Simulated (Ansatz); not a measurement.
**KI: band gap under strain**

How does strain move the band edges of KI in the rocksalt structure, and do the functionals agree on it? States: no strain; -0.5 % equal strain in all directions; -3.0 % biaxial strain in the (111) plane, free along [111].

Program: Ansatz 0.2.0. PAW datasets, plane waves. Calculated at 0 K for a non-magnetic cell.

### Step 1. Starting point

The unstrained cell was relaxed with r2SCAN; in each strained cell the atoms were relaxed again with r2SCAN. Names of k-points are those of the unstrained zone, where strain can split equivalent points. First state: no strain.

The symmetry is Fm-3m (No. 225, cubic); conventional cell a = 7.089 Å, 44.52 Å³ an atom. K has 6 I at 3.54 Å; I has 6 K at 3.54 Å.

Coordinates:

```cif
data_structure
_symmetry_space_group_name_H-M 'Fm-3m'
_symmetry_Int_Tables_number 225
_cell_length_a 7.0886
_cell_length_b 7.0886
_cell_length_c 7.0886
_cell_angle_alpha 90.000
_cell_angle_beta 90.000
_cell_angle_gamma 90.000
_cell_volume 356.19
loop_
_atom_site_label
_atom_site_type_symbol
_atom_site_symmetry_multiplicity
_atom_site_Wyckoff_symbol
_atom_site_fract_x
_atom_site_fract_y
_atom_site_fract_z
_atom_site_occupancy
K1 K 4 a 0.00000 0.00000 0.00000 1
I1 I 4 b 0.50000 0.00000 0.00000 1
```

### Step 2. No strain: PBE

Contents of input.yaml:

```yaml
crystal:
  lattice:
    - [0.0, 3.5442849777, 3.5442849777]
    - [3.5442849777, 0.0, 3.5442849777]
    - [3.5442849777, 3.5442849777, 0.0]
  atoms:
    - { symbol: K, position: [0.0, 0.0, 0.0] }
    - { symbol: I, position: [0.5, 0.5, 0.5] }
kpoints:
  mp_grid: { grid: [6, 6, 6] }
  band_path:
    path:
      - [0.0, 0.0, 0.0]
      - [0.5, 0.0, 0.5]
      - [0.625, 0.25, 0.625]
      - [0.375, 0.375, 0.75]
      - [0.5, 0.5, 0.5]
      - [0.5, 0.25, 0.75]
    npoints: 1
hamiltonian:
  xc: pbe
scf:
  occupations: { method: fermi_dirac, width: 0.02 }
  n_extra_bands: 4
output:
  forces: true
  stress: true
  eigenvalues: true
  write_density: true
  write_potential: true
  elf: true
  volumetric_format: npy
```

Command:

```bash
$ ansatz run input.yaml --threads 2 --pin off --max-ram 2211MiB --backend cpu --events-out ev --progress --plain --runs-dir out
```

The runs that follow: No strain: r2SCAN; No strain: HSE06; No strain: G0W0@PBE; -0.5 % equal strain in all directions: PBE; -0.5 % equal strain in all directions: r2SCAN; -0.5 % equal strain in all directions: HSE06; -0.5 % equal strain in all directions: G0W0@PBE; -3.0 % biaxial strain in the (111) plane, free along [111]: PBE; -3.0 % biaxial strain in the (111) plane, free along [111]: r2SCAN; -3.0 % biaxial strain in the (111) plane, free along [111]: HSE06; -3.0 % biaxial strain in the (111) plane, free along [111]: G0W0@PBE.

What does the calculation give?

The runs gave:

Least gap in eV (negative: overlap), with the change from the unstrained cell in brackets. G0W0 is on its own coarse mesh.

```
                                                     state  volume change (%)           PBE        r2SCAN         HSE06          G0W0
                                                 no strain               +0.0          3.94          4.59          4.94          6.10
                     -0.5 % equal strain in all directions               -1.5  3.98 (+0.04)  4.62 (+0.03)  4.98 (+0.04)  6.13 (+0.03)
-3.0 % biaxial strain in the (111) plane, free along [111]               -2.8  3.93 (-0.01)  4.57 (-0.02)  4.92 (-0.02)  6.06 (-0.04)
```

What this shows: The largest move of the HSE06 gap in the table is +0.038 eV, under -0.5 % equal strain in all directions. PBE and HSE06 differ by 1.00 eV on the unstrained gap, and by at most 0.00 eV on its change. Spin-orbit coupling is left out of the table, though the cell holds I (Z = 53); in an element this heavy it can shift bands and gaps by tenths of an eV. No extrapolation in bands, cutoff or mesh was made for G0W0.
